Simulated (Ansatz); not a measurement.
# BaTiO3 (R3m) in Ansatz: notebook, part 2 of 2

Ansatz 0.2.0. The steps go on from the part before.

### Step 3. Phonons, PBE

input.yaml reads:

```yaml
crystal:
  lattice:
    - [2.8273666084, 1.6323808724, 2.3183934932]
    - [-2.8273666084, 1.6323808724, 2.3183934932]
    - [0.0, -3.2647617449, 2.3183934932]
  atoms:
    - { symbol: Ba, position: [0.0, 0.0, 0.0] }
    - { symbol: Ti, position: [0.4845, 0.4845, 0.4845] }
    - { symbol: O, position: [0.5086, 0.0175, 0.5086] }
    - { symbol: O, position: [0.0175, 0.5086, 0.5086] }
    - { symbol: O, position: [0.5086, 0.5086, 0.0175] }
kpoints:
  mp_grid: { grid: [7, 7, 7] }
scf:
  occupations: { method: fermi_dirac, width: 0.05 }
hamiltonian:
  xc: pbe
  pseudopotentials: { kind: all_electron, lapw: { basis_error: 0.002 } }
output: {}
phonons:
  method: fd
  supercell: [1, 1, 1]
```

Potentials or basis: all-electron LAPW, scalar-relativistic.

Run with:

```console
$ ansatz run input.yaml --threads 4 --pin off --max-ram 12288MiB --backend cpu --events-out ev --progress --plain --runs-dir out
```

The log of the run:

```text
Warning: RAYON_NUM_THREADS=4 ignored (pool sized by the plan → 4); use --threads N
LAPW: plane waves up to 10.666 Å⁻¹, error target 2.0e-3 eV per atom; small_component_spin mean_spin; O in spheres of 0.846 Å, 8 of its electrons in bands, Dirac shells []; Ti in spheres of 0.973 Å, 20 of its electrons in bands, Dirac shells []; Ba in spheres of 1.074 Å, 28 of its electrons in bands, Dirac shells [] (how accurate: hamiltonian.pseudopotentials.lapw.basis_error, Limitations)
Engine: ansatz 0.2.0, x86_64-unknown-linux-gnu
Pseudopotentials: kind: all_electron
Pseudopotential: Ba, LAPW, valence charge 28, lapw/all_electron/scalar/gaussian/Ba, Koelling and Harmon's equation, gaussian nucleus
Pseudopotential: Ti, LAPW, valence charge 20, lapw/all_electron/scalar/gaussian/Ti, Koelling and Harmon's equation, gaussian nucleus
Pseudopotential: O, LAPW, valence charge 8, lapw/all_electron/scalar/gaussian/O, Koelling and Harmon's equation, gaussian nucleus
Functional definition: PBE
  parameter kappa = 0.804
  parameter beta = 0.06672455060314922
  exchange = pbe_x(kappa = kappa, mu = beta*pi^2/3)
  correlation = pbe_c(beta = beta)
Crystal: 5 atoms, lattice volume = 64.201 Å³
Basis set: ecut = 433.4033311302719 eV, 1357 PW (Γ), exchange–correlation at level 2
Bands: 44, of which v1, the nominal top of the filled ones, is band 36 counted from 1 (35 counted from 0)
Symmetry: 6 space group operations
k-points: 44 of 343 (time reversal used)
Non-local potential: Ba, projectors of the file, none
Non-local potential: Ti, projectors of the file, none
Non-local potential: O, projectors of the file, none
Initial density: superposition of atomic densities (chi_scale 0.1, normalization cell, long waves kept (reshape's long-wave potential 0.00 eV rms))
Initial wavefunctions: plane waves of lowest kinetic energy (no species holds an atomic orbital)
Functional: x = pbe(κ = 0.804, μ = 0.2195149727645171), c = pbe(β = 0.06672455060314922)
iter 1 solved again at ethr=2.19e-2 eV; its pass at ethr=1.00e-1 eV (dr2=1.57e1 eV) is discarded
SCF iter   1: F=—  HF=-250765.017428 eV  |F-HF|=—  |Δ(HF+E_count)|=         —  Δρ=1.44e-1  dr2=1.57e1  ethr=2.19e-2  ⟨swp⟩=2.0  Hψ=12796  notcnv=0
preconditioner: auto → Resta (q_TF=auto, 2.781 Å⁻¹)  ε∞=3.3  [insulator: Δε(μ)=6.418 eV  Ē_g=18.898 eV  σ=0.050 eV  W_gap=1.00  n_scr=26 (ndim 8)  ℏωp=28.6 eV  f_vac=0.000  D(μ)=0.00/eV (n_scr^D=0)  ε∞_Penn≈3.3]
SCF iter   2: F=—  HF=-250760.812918 eV  |F-HF|=—  |Δ(HF+E_count)|=    4.20e0  Δρ=8.62e-2  dr2=6.32e0  ethr=2.19e-2  ⟨swp⟩=3.0  Hψ=6601  notcnv=0
SCF iter   3: F=—  HF=-250759.164735 eV  |F-HF|=—  |Δ(HF+E_count)|=    1.65e0  Δρ=4.53e-2  dr2=1.67e0  ethr=8.78e-3  ⟨swp⟩=3.0  Hψ=5914  notcnv=0
SCF iter   4: F=—  HF=-250758.831625 eV  |F-HF|=—  |Δ(HF+E_count)|=         —  Δρ=1.57e-2  dr2=1.91e-1  ethr=2.31e-3  ⟨swp⟩=3.0  Hψ=6339  notcnv=0
the basis was enlarged: its passes take 40.2 KiB over the memory plan, 4 of 4 planned eigensolver slots
[... 105 lines left out ...]
SCF iter   1: F=—  HF=-250758.830722 eV  |F-HF|=—  |Δ(HF+E_count)|=         —  Δρ=6.58e-4  dr2=4.16e-4  ethr=9.65e-7  ⟨swp⟩=4.4  Hψ=60618  notcnv=0
preconditioner: auto → Resta (q_TF=auto, 2.781 Å⁻¹)  ε∞=4.8  [insulator: Δε(μ)=2.477 eV  Ē_g=13.394 eV  σ=0.050 eV  W_gap=1.00  n_scr=26 (ndim 8)  ℏωp=26.2 eV  f_vac=0.022  D(μ)=0.00/eV (n_scr^D=0)  ε∞_Penn≈4.8]
SCF iter   2: F=—  HF=-250758.830607 eV  |F-HF|=—  |Δ(HF+E_count)|=   1.15e-4  Δρ=3.75e-4  dr2=1.29e-4  ethr=5.78e-7  ⟨swp⟩=2.5  Hψ=23209  notcnv=0
SCF iter   3: F=—  HF=-250758.830591 eV  |F-HF|=—  |Δ(HF+E_count)|=   1.62e-5  Δρ=3.04e-4  dr2=8.12e-5  ethr=1.78e-7  ⟨swp⟩=3.0  Hψ=24365  notcnv=0
iter 4 solved again at ethr=5.90e-9 eV; its pass at ethr=1.13e-7 eV (dr2=4.25e-6 eV) is discarded
SCF iter   4: F=—  HF=-250758.830566 eV  |F-HF|=—  |Δ(HF+E_count)|=   2.49e-5  Δρ=7.76e-5  dr2=4.23e-6  ethr=5.90e-9  ⟨swp⟩=2.0  Hψ=38360  notcnv=0
SCF iter   5: F=—  HF=-250758.830557 eV  |F-HF|=—  |Δ(HF+E_count)|=   8.75e-6  Δρ=2.39e-5  dr2=3.84e-7  ethr=5.88e-9  ⟨swp⟩=2.7  Hψ=23296  notcnv=0
SCF iter   6: F=—  HF=-250758.830557 eV  |F-HF|=—  |Δ(HF+E_count)|=   8.21e-8  Δρ=1.27e-5  dr2=9.49e-8  ethr=5.33e-10  ⟨swp⟩=3.0  Hψ=24247  notcnv=0
SCF iter   7: F=—  HF=-250758.830557 eV  |F-HF|=—  |Δ(HF+E_count)|=   2.15e-9  Δρ=5.93e-6  dr2=1.91e-8  ethr=1.32e-10  ⟨swp⟩=3.0  Hψ=23613  notcnv=0
SCF iter   8: F=-250758.830557 eV  HF=-250758.830557 eV  |F-HF|=4.95e-10  |Δ(HF+E_count)|=   2.01e-8  Δρ=1.02e-6  dr2=7.09e-10  ethr=2.66e-11  ⟨swp⟩=3.0  Hψ=25001  notcnv=0
SCF 9 converged in 8 iterations: F = -250758.830557 eV  dr2 = 7.09e-10
SCF converged after 12 iterations
Free energy (F): -250758.830061 eV
Harris-Foulkes:  -250758.830061 eV  (|F-HF|=2.33e-10)
Internal energy: -250758.830061 eV  (E = F + TS)
E sigma→0 (E₀):  -250758.830061 eV
Fermi energy:    13.409031 eV
--- Per-component energies (eV) ---
  E_band       = -8683.186379
  E_kinetic    = 265482.858862
  E_xc         = -7243.875282
  E_electrostatic = -508997.813641  (all electrons and nuclei)
  E_smearing   = -0.000000  (= −TS)
  E_closure    = 0.000000  (closes the sum)
  E_atoms      = -250719.731630  (free atoms, spherical and without spin; not in F)
  Σ components = -250758.830061   (vs F -250758.830061, Δ=0.00e0)
  Basis errors (estimates in eV, not in F): energy 1.2e-3 per atom: plane waves 1.0e-3 (6.0e-4 summed), levels above the bands 5.4e-66, relativity 2.6e-7, radial functions 1.4e-4, core shells 3.7e-7; eigenvalues (radial functions only) 3.4e-6; not estimated: angular momenta, meshes, grids; target (lapw.basis_error) 2.0e-3; muffin-tin radii O 0.846 Å, Ti 0.973 Å, Ba 1.074 Å
--- Forces (eV/Å), atoms counted from 1 ---
  atom   1  Ba    -0.00000000     0.00000000    -0.13491344
  atom   2  Ti     0.00000000    -0.00000000     0.13604385
  atom   3  O      0.10563450    -0.06098811    -0.00037609
  atom   4  O     -0.10563450    -0.06098811    -0.00037609
  atom   5  O     -0.00000000     0.12197622    -0.00037609
  max |Σ_I F_I| component: 2.14e-6 eV/Å
--- Band table (eV; the first three rows and the last of 44) ---
  k-point 0: bands = ["-518.7116", "-491.6706", "-491.6706", "-491.6706", "-425.9517", "-425.9421", "-425.9421", "-222.0246", "-159.1480", "-159.1467", "-159.1467", "-67.9366", "-67.9366", "-67.9352", "-67.9340", "-67.9340", "-44.0160", "-20.2889", "-20.2889", "-20.2850", "-12.4495", "-4.5906", "-3.9302", "-3.9302", "2.3615", "2.3615", "2.3638", "10.0085", "10.0086", "10.0086", "10.8656", "10.8656", "11.0990", "11.6915", "11.8222", "11.8222", "14.6129", "14.6129", "14.7595", "16.7336", "16.7336", "17.3693", "17.3693", "19.6357"]
  k-point 1: bands = ["-518.7116", "-491.6706", "-491.6706", "-491.6706", "-425.9517", "-425.9421", "-425.9421", "-222.0246", "-159.1480", "-159.1467", "-159.1467", "-67.9365", "-67.9365", "-67.9352", "-67.9340", "-67.9340", "-44.0158", "-20.2980", "-20.2885", "-20.2855", "-12.4273", "-4.6036", "-3.9241", "-3.9144", "2.3914", "2.3933", "2.4404", "9.6655", "9.9509", "9.9606", "10.6543", "10.6807", "10.9786", "11.3653", "11.7327", "11.7658", "14.6486", "14.9135", "14.9159", "16.7311", "17.2180", "17.7283", "17.7435", "20.1201"]
  k-point 2: bands = ["-518.7116", "-491.6706", "-491.6706", "-491.6706", "-425.9517", "-425.9421", "-425.9421", "-222.0246", "-159.1480", "-159.1467", "-159.1467", "-67.9365", "-67.9365", "-67.9352", "-67.9340", "-67.9340", "-44.0154", "-20.3204", "-20.2876", "-20.2848", "-12.3767", "-4.6948", "-3.9103", "-3.8041", "2.4607", "2.4644", "2.6129", "8.9468", "9.7614", "9.7767", "10.3365", "10.3869", "10.7172", "10.8753", "11.4857", "11.5455", "14.7143", "15.4539", "15.5471", "16.7222", "17.9536", "18.5498", "18.6965", "20.6812"]
  k-point 43: bands = ["-518.7116", "-491.6706", "-491.6706", "-491.6706", "-425.9517", "-425.9421", "-425.9421", "-222.0246", "-159.1480", "-159.1467", "-159.1467", "-67.9365", "-67.9365", "-67.9352", "-67.9340", "-67.9340", "-44.0131", "-20.3342", "-20.3339", "-20.3295", "-12.1963", "-3.8055", "-3.7333", "-3.7249", "1.7147", "1.7151", "1.8265", "7.9897", "8.6249", "8.6391", "9.6684", "9.8456", "9.8929", "12.0402", "12.0459", "12.1132", "16.4695", "16.6236", "16.6242", "18.9935", "19.0537", "19.4530", "20.2391", "20.2829"]
--- Phonons: 8 displaced members + reference (amplitude 0.01 Å, Σ member SCF iterations 68) ---
  symmetry images taken by strict's conditions (phonons.symmetry_images: auto; settled by no image being taken that strict refuses)
  ASR residual: 1.201e-3 → 0.000e0 eV/Å²; symmetrization residual: 9.791e-4 eV/Å²
  largest component of a force at the reference: 1.4e-1 eV/Å
  ASR residual per site (eV/Å²): 7.80e-4 1.20e-3 5.94e-4 5.94e-4 6.86e-4
  Γ frequencies (cm⁻¹): 0.00 0.00 0.00 167.42 167.42 168.81 233.68 233.68 276.12 283.79 293.80 293.80 480.16 480.16 535.08
  density of states and harmonic sums: on the 15×15×15 q-mesh, interpolated from the force constants of a 1×1×1 supercell (no non-analytic term)
  largest difference from the sums on the solved wave vectors: F 6.55e-1 eV, S 9.13e-4 and C_V 2.58e-4 eV/K
  zero-point energy: 0.232926 eV/cell   skipped modes (ω ≤ 0): 3   left out of the sums: 5.93e-5 of the cell's modes: C_V's classical limit lies that fraction below 3 k_B per atom; for a crystal, a wire or a layer, F and S can be off by more, and a phonons.interpolated_qmesh denser along its periods is the remedy for the sampling
```

phdos.tsv:

```text
# omega_inv_cm	omega_thz	g_bin_mean(omega)[modes/inv_cm]
# format = ansatz-phdos/2
# interpolated_qmesh = 15 15 15
# force_constants_supercell = 1 1 1
# lo_to_splitting: not included (the non-analytic LO-TO correction is not applied to the interpolated dynamical matrix; polar crystals: no LO-TO splitting at GAMMA, and LO and other optical branches, acoustic branches and sound speeds, and with them the density of states and the thermodynamics, can be off between the wave vectors that the force constants were sampled on, most near GAMMA; a larger extent of the force constants narrows that region and is not shown to mend the acoustic slopes)
# g_bin_mean(omega): the modes in a bin one row spacing wide, centred on omega, divided by that spacing. A flat band (one whose frequency is the same at every q-point) is counted whole in the row whose bin holds it (on the edge of two bins, in the lower row). The modes of the run's own cell are the sum of g_bin_mean times the row spacing in inv_cm (a plain sum, not the trapezoid rule); for a one-atom cell on a GAMMA-only q-mesh every row is zero, so that sum is 0, not 3
0.000000	0.000000	1.131823e-7
1.070490	0.032092	2.942741e-6
2.140980	0.064185	1.109187e-5
3.211470	0.096277	2.467375e-5
4.281960	0.128370	4.368839e-5
5.352450	0.160462	6.813577e-5
[... 493 lines left out ...]
534.174549	16.014150	0.000000e0
535.245039	16.046243	9.341516e-1
```

Run time: 9.6 min. Hardware: 4 threads of Intel Xeon Platinum 8375C at 2.90GHz (Ice Lake), shared host; peak memory 1.5 GiB.

Results:

| Item | Value |
| --- | --- |
| Free energy | -250758.8301 eV |
| Largest force | 0.136 eV/Å |
| Band gap on the k mesh | 2.49 eV, indirect (least direct gap 2.79 eV) |
| Highest phonon frequency at Γ, LO-TO splitting left out | 535 cm⁻¹ |

Forces in eV/Å, atoms in the order of the input:
```
Ba   0.000  0.000 -0.135
Ti   0.000  0.000  0.136
O    0.106 -0.061  0.000
O   -0.106 -0.061  0.000
O    0.000  0.122  0.000
```

Levels at points of the mesh, in eV from the valence-band top:
| k point | band 32 | band 33 | band 34 | band 35 | band 36 | band 37 | band 38 | band 39 | band 40 | band 41 |
| --- | --- | --- | --- | --- | --- | --- | --- | --- | --- | --- |
| (0.00, 0.00, 0.00) | -1.26 | -1.02 | -0.43 | -0.30 | -0.30 | 2.49 | 2.49 | 2.64 | 4.61 | 4.61 |

Phonon frequencies in cm⁻¹ (negative: imaginary):
```csv
q point,frequencies
"(0.000, 0.000, 0.000)",0 0 0 167 167 169 234 234 276 284 294 294 480 480 535
```

Caveat: spin-orbit coupling is left out, which moves the levels of the heavy elements; an odd mesh through Γ misses points on the zone boundary, where band edges often lie.
